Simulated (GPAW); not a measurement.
The system is MgS (Niningerite).

```
S Mg
1.0
     0.00000    2.60165    2.60165
     2.60165    0.00000    2.60165
     2.60165    2.60165    0.00000
S Mg
1 1
Direct
  0.50000 0.50000 0.50000
  0.00000 0.00000 0.00000
```

- Program: GPAW 26.7.0
- Task: relaxation of cell and atoms
- Functional: PBEsol
- Dispersion: D3
- Potentials or basis: PAW data sets generated in the run's folder for this functional
- Cutoff: 800 eV
- Basis: pw
- k mesh: 9 × 9 × 9
- Occupations: fermi-dirac, width 0.05 eV
- Spin: no spin polarisation

At the start: pressure -2.1 GPa; volume 17.61 Å³/atom.

Q: How do energy, volume and symmetry change on relaxing?

A: Over 3 steps the energy falls by 3.0 meV/atom and the volume is 17.13 Å³/atom (-2.7 %); space group Fm-3m (No. 225, to 0.05 Å).

Step by step:
```csv
step,energy change (eV),largest force (eV/Å),pressure (GPa),volume (Å³)
1,0.0000,0.0000,-2.11,35.22
2,-0.0021,0.0000,-1.74,35.04
3,-0.0061,0.0000,0.05,34.27
```

Final structure:
```cif
data_structure
_symmetry_space_group_name_H-M 'P 1'
_symmetry_Int_Tables_number 1
_cell_length_a 3.6459
_cell_length_b 3.6459
_cell_length_c 3.6459
_cell_angle_alpha 60.000
_cell_angle_beta 60.000
_cell_angle_gamma 60.000
_cell_volume 34.27
loop_
_atom_site_label
_atom_site_type_symbol
_atom_site_fract_x
_atom_site_fract_y
_atom_site_fract_z
_atom_site_occupancy
S1 S 0.50000 0.50000 0.50000 1
Mg1 Mg 0.00000 0.00000 0.00000 1
```

Caveat: later steps reuse the first step's grids.
